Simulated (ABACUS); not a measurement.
**CoO under changes of volume**

One of the cells (11.411 Å³/atom); the others are scaled copies at fixed shape and fractional positions:

```xyz
2
Lattice="1.6022 0.9250 2.5665 -1.6022 0.9250 2.5665 0.0000 -1.8501 2.5665" Properties=species:S:1:pos:R:3 pbc="T T T"
Co    0.0000    0.0000    7.6915
O     0.0000    0.0000    5.7824
```

Measurements of this composition are mostly on another form, of space group No. 225.

| Item | Value |
| --- | --- |
| Program | ABACUS 3.10.1 |
| Functional | PBE |
| Potentials or basis | PseudoDojo NC SR 0.4.1 PBE standard |
| Cutoff | 1361 eV |
| Density cutoff | 5442 eV |
| Basis | TZDP LCAO (the cutoffs set its grid) |
| k mesh | 10 × 10 × 10 |
| Occupations | fermi-dirac, width 0.05 eV |
| Spin | collinear spin, ferromagnetic start |
| Starting moments | [2.0, 0.0] μB |

```csv
volume (Å³/atom),energy over the lowest point (meV/atom),pressure (GPa),moment (μB per cell),largest force (eV/Å)
10.727,22.16,9.1,2.62,0.333
10.955,10.80,6.3,2.74,0.317
11.183,3.45,3.6,2.82,0.299
11.411,0.00,0.9,2.88,0.281
11.640,?,?,?,?
11.868,4.32,-4.0,2.95,0.240
12.096,11.42,-6.1,2.97,0.219
```

Question: What does the run at 11.640 Å³/atom give?

Answer: Energy over the lowest point 0.37 meV/atom; pressure -1.6 GPa; moment 2.92 μB per cell; largest force 0.262 eV/Å.

Worked out: A Birch-Murnaghan fit of order 3 (a polynomial in V^(-2/3)) to the other rows has its minimum at 11.50 Å³/atom with B0 = V·E''(V) = 129 GPa (rough, since the energies scatter) at fixed shape and positions, which overstates the stiffness. It gives 0.40 meV/atom at 11.640 Å³/atom, against the run's 0.37, and -dE/dV = -1.5 GPa, against -1.6. A parabola through the other rows of the moment, of slope 0.161 μB per Å³/atom there, gives 2.93 μB, against the run's 2.92.

Energies are extrapolated to zero smearing.

Caveats: the atomic orbitals were generated for these runs and aren't a published set; the basis of atomic orbitals isn't converged, which shifts pressures, moduli and gaps; a cell with one magnetic atom can't hold antiferromagnetic order, which such compounds often take.
